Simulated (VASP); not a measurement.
In, 1 atom in the cell. It takes space group I4/mmm (No. 139, tetragonal). The conventional cell has a = 3.313 Å, b = 3.313 Å, c = 4.665 Å, α = 90.00°, β = 90.00°, γ = 90.00°. In (site symmetry 4/mmm) has 12 In at 3.31 Å as nearest neighbours. 

- Program: VASP 6.6.1
- Task: single point
- Functional: PBEsol
- Potentials or basis: VASP PAW PBE potentials, release 64 (In_d)
- Cutoff: 520 eV
- k mesh: 18 × 18 × 18
- Occupations: gaussian, width 0.1 eV
- Spin: non-collinear spin, zero start, spin-orbit coupling
- Starting moments: [[0.0, 0.0, 0.0]] μB
- Further INCAR settings: ALGO = Fast; EDIFF = 1e-07; NBANDS = 24

Potentials or basis: VASP PAW PBE potentials, release 64 (In_d).

Run with:

```console
$ cat potpaw_PBE.64/In_d/POTCAR > POTCAR
$ mpirun -np 1 vasp_ncl > vasp.out
```

Hardware: 1 thread of Intel(R) Xeon(R) Platinum 8375C CPU @ 2.90GHz (Ice Lake), on a shared host.

Q: How long does it take, and how much memory?

A: Wall time 12 min on 1 thread of Intel(R) Xeon(R) Platinum 8375C CPU @ 2.90GHz (Ice Lake), with other jobs on the host, peak memory 0.53 GiB. Counts: scf iterations 14, k points 480.
